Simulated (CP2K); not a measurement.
Crystal: CdTe.

```xyz
2
Lattice="4.5326 0.0000 0.0000 2.2663 3.9253 0.0000 2.2663 1.3084 3.7008" Properties=species:S:1:pos:R:3 pbc="T T T"
Te    6.7988    3.9253    2.7756
Cd    0.0000    0.0000    0.0000
```

Base run:

```yaml
Program: CP2K 2026.2
Functional: RPBE
Potentials_or_basis: POTENTIAL_UZH Te GTH-PBE-q6, Cd GTH-PBE-q12; TZVP-MOLOPT-PBE-GTH basis
Density_cutoff: 9184 eV
k_mesh: 7 × 7 × 7
Occupations: fermi-dirac, width 0.05 eV
Spin: no spin polarisation
```

Its results: band gap on the k mesh 1.01 eV, direct; pressure 6.1 GPa.

After a change of settings the same cell gave: band gap on the k mesh 0.80 eV, direct; pressure 3.3 GPa. Which change was it?
A. functional from RPBE to PBE
B. functional from RPBE to TASK
C. functional from RPBE to revPBE
D. functional from RPBE to AM05

D.

AM05 binds more tightly than RPBE, so the same cell stands under less pressure.

Caveats: the potentials were made for another functional, which shifts forces and pressure; spin-orbit coupling is left out, which moves the levels of the heavy elements; the basis of atomic orbitals isn't converged, which shifts pressures, moduli and gaps.
